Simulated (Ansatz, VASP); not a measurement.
One calculation of Se, two programs

INCAR

```
SYSTEM = Se
  PREC = Accurate
  ENCUT = 520
  EDIFF = 1E-7
  ISMEAR = -1
  SIGMA = 0.03
  LREAL = .False.
  LASPH = .True.
  NELM = 80
  ALGO = Normal
  ISIF = 2
  LWAVE = .False.
  LCHARG = .True.
  LELF = .True.
  LVHAR = .True.
  NBANDS = 16
```

Contents of KPOINTS:

```
regular mesh
0
Gamma
  6 6 5
  0 0 0
```

The input POSCAR:

```
Se
1.0
    4.3661999489      0.0000000000      0.0000000000
   -2.1830999745      3.7812400738      0.0000000000
    0.0000000000      0.0000000000      4.9040640000
Se
3
Direct
    0.2254000000      0.0000000000      0.3333333333
    0.0000000000      0.2254000000      0.6666666667
    0.7746000000      0.7746000000      0.0000000000
```

Input for Ansatz:

```yaml
crystal:
  lattice:
    - [4.3661999489, 0.0, 0.0]
    - [-2.1830999745, 3.7812400738, 0.0]
    - [0.0, 0.0, 4.904064]
  atoms:
    - { symbol: Se, position: [0.2254, 0.0, 0.3333333333] }
    - { symbol: Se, position: [0.0, 0.2254, 0.6666666667] }
    - { symbol: Se, position: [0.7746, 0.7746, 0.0] }
kpoints:
  mp_grid: { grid: [6, 6, 5] }
  band_path:
    path:
      - [0.0, 0.0, 0.0]
      - [0.5, 0.0, 0.0]
      - [0.3333333333, 0.3333333333, 0.0]
      - [0.0, 0.0, 0.0]
      - [0.0, 0.0, 0.5]
      - [0.5, 0.0, 0.5]
      - [0.3333333333, 0.3333333333, 0.5]
      - [0.0, 0.0, 0.5]
      - [0.5, 0.0, 0.5]
    npoints: 5
scf:
  occupations: { method: fermi_dirac, width: 0.03 }
hamiltonian:
  xc: lda
  pseudopotentials: { kind: all_electron, lapw: { basis_error: 0.0005 } }
output:
  forces: true
  stress: true
  eigenvalues: true
```

Change from the starting cell: zz strain of -1 %.

Alike in both runs: task single point; functional LDA; k mesh 6 × 6 × 5; occupations fermi-dirac, width 0.03 eV; no spin polarisation.

```csv
,VASP,Ansatz
version,VASP 6.6.1,Ansatz 0.2.0
potentials or method,"VASP PAW LDA potentials, release 64 (Se)","all-electron LAPW, scalar-relativistic"
plane-wave cutoff (eV),520,see its input
```

```tsv
	VASP	Ansatz	Ansatz less VASP
gap on the k mesh at the Fermi level (eV)	1.16	1.17	+0.011
pressure (GPa)	-0.3	-0.5	-0.22
largest component of the traceless stress (GPa)	1.44	1.36	-0.085
rms of the force components (eV/Å)	0.220	0.189	-0.0314
```

Atom by atom the forces differ by 0.031 eV/Å (rms over components). Ansatz ran all-electron here, so the differences hold the error of VASP's frozen core and of both bases.

Caveats: an odd mesh through Γ misses points on the zone boundary, where band edges often lie.
